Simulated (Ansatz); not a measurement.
# Direct or indirect: SnSO sheet (P3m1)

```xyz
3
Lattice="3.4634 0.0000 0.0000 1.7317 2.9994 0.0000 0.0000 0.0000 28.3875" Properties=species:S:1:pos:R:3 pbc="T T T"
Sn    1.7317    0.9998    8.8176
S     3.4634    1.9996   10.3535
O     0.0000    0.0000    7.8750
```

Method: Ansatz, PBE, independent particles, without spin-orbit coupling, line width 0.2 eV (Gaussian). The band structure gives a fundamental gap of 0.86 eV. The spectrum of vertical transitions near the edge:

```json
{"E (eV)": "0.42", "absorbance (%), E ∥ xy": "0.00"}
{"E (eV)": "0.54", "absorbance (%), E ∥ xy": "0.00"}
{"E (eV)": "0.66", "absorbance (%), E ∥ xy": "0.03"}
{"E (eV)": "0.78", "absorbance (%), E ∥ xy": "0.11"}
{"E (eV)": "0.90", "absorbance (%), E ∥ xy": "0.25"}
{"E (eV)": "1.02", "absorbance (%), E ∥ xy": "0.34"}
{"E (eV)": "1.14", "absorbance (%), E ∥ xy": "0.35"}
{"E (eV)": "1.26", "absorbance (%), E ∥ xy": "0.31"}
{"E (eV)": "1.38", "absorbance (%), E ∥ xy": "0.28"}
{"E (eV)": "1.50", "absorbance (%), E ∥ xy": "0.26"}
{"E (eV)": "1.62", "absorbance (%), E ∥ xy": "0.24"}
{"E (eV)": "1.74", "absorbance (%), E ∥ xy": "0.23"}
{"E (eV)": "1.86", "absorbance (%), E ∥ xy": "0.22"}
{"E (eV)": "1.98", "absorbance (%), E ∥ xy": "0.22"}
{"E (eV)": "2.10", "absorbance (%), E ∥ xy": "0.21"}
{"E (eV)": "2.22", "absorbance (%), E ∥ xy": "0.24"}
{"E (eV)": "2.34", "absorbance (%), E ∥ xy": "0.39"}
{"E (eV)": "2.46", "absorbance (%), E ∥ xy": "0.82"}
{"E (eV)": "2.58", "absorbance (%), E ∥ xy": "1.46"}
{"E (eV)": "2.70", "absorbance (%), E ∥ xy": "1.91"}
{"E (eV)": "2.82", "absorbance (%), E ∥ xy": "2.01"}
{"E (eV)": "2.94", "absorbance (%), E ∥ xy": "2.10"}
{"E (eV)": "3.06", "absorbance (%), E ∥ xy": "2.43"}
{"E (eV)": "3.18", "absorbance (%), E ∥ xy": "2.83"}
{"E (eV)": "3.30", "absorbance (%), E ∥ xy": "3.26"}
{"E (eV)": "3.42", "absorbance (%), E ∥ xy": "3.91"}
{"E (eV)": "3.54", "absorbance (%), E ∥ xy": "4.62"}
{"E (eV)": "3.66", "absorbance (%), E ∥ xy": "4.81"}
```

Is the gap direct or indirect, and about where do vertical transitions set in?

Direct: the band path has its least direct gap at the fundamental one, 0.86 eV, and the curves rise from there. Lines are broadened by 0.2 eV, which spreads the edge. Along the first axis the transitions at the gap are weak, so the curve there climbs slowly.

Note: cells built here by substitution need not match a known phase.

[Logs are printed without paths, hosts, clocks, repeated set-up lines and the standing remarks that a program may print on its own settings, such as how far it seeks lower states.]
